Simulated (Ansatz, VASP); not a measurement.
# KF: VASP beside Ansatz

Contents of INCAR:

```
PREC = Accurate ; ENCUT = 520
EDIFF = 1E-8 ; ISMEAR = -1
SIGMA = 0.02 ; LREAL = False
LASPH = True ; NELM = 60
ALGO = Normal ; ISIF = 2
LWAVE = False ; LCHARG = False
GGA = CA ; LEFG = True
NBANDS = 15
```

File KPOINTS:

```
Automatic mesh
0
Gamma
  9 9 9
```

The input POSCAR:

```
KF
1.0
    3.3018409049      0.0000000000      0.0000000000
    0.0000000000      3.3018409049      0.0000000000
    0.0000000000      0.0000000000      3.3018409049
K F
1 1
Direct
    0.0000000000      0.0000000000      0.0000000000
    0.5000000000      0.5000000000      0.5000000000
```

Input for Ansatz:

```yaml
crystal:
  lattice:
    - [3.3018409049, 0.0, 0.0]
    - [0.0, 3.3018409049, 0.0]
    - [0.0, 0.0, 3.3018409049]
  atoms:
    - { symbol: K, position: [0.0, 0.0, 0.0] }
    - { symbol: F, position: [0.5, 0.5, 0.5] }
kpoints:
  mp_grid: { grid: [9, 9, 9] }
scf:
  occupations: { method: fermi_dirac, width: 0.02 }
hamiltonian:
  xc: lda
  pseudopotentials: { kind: paw }
output:
  forces: true
  stress: true
  eigenvalues: true
  efg: { contact_densities: true }
```

Change from the starting cell: volume scaled by 1.04, PAW files.

Alike in both runs: task electric field gradients; functional LDA; k mesh 9 × 9 × 9; occupations fermi-dirac, width 0.02 eV; no spin polarisation.

|  | VASP | Ansatz |
| --- | --- | --- |
| version | VASP 6.6.1 | Ansatz 0.2.0 |
| potentials or method | VASP PAW LDA potentials, release 64 (K_sv, F) | PAW with Ansatz's default frozen-core files, scalar-relativistic |
| plane-wave cutoff (eV) | 520 | 420 |
| valence electrons in the cell | 16 | 16 |

Ansatz gave:

```
gap on the k mesh at the Fermi level (eV)                      : 5.68
pressure (GPa)                                                 : -6.4
Vzz of the field gradient on the site that differs most (V/Å²) : 0.0
```

Question: Estimate VASP's values.

Answer: gap on the k mesh at the Fermi level (eV): 5.66; pressure (GPa): -6.4; Vzz of the field gradient on the site that differs most (V/Å²): 0.0.

Caveats: an odd mesh through Γ misses points on the zone boundary, where band edges often lie.
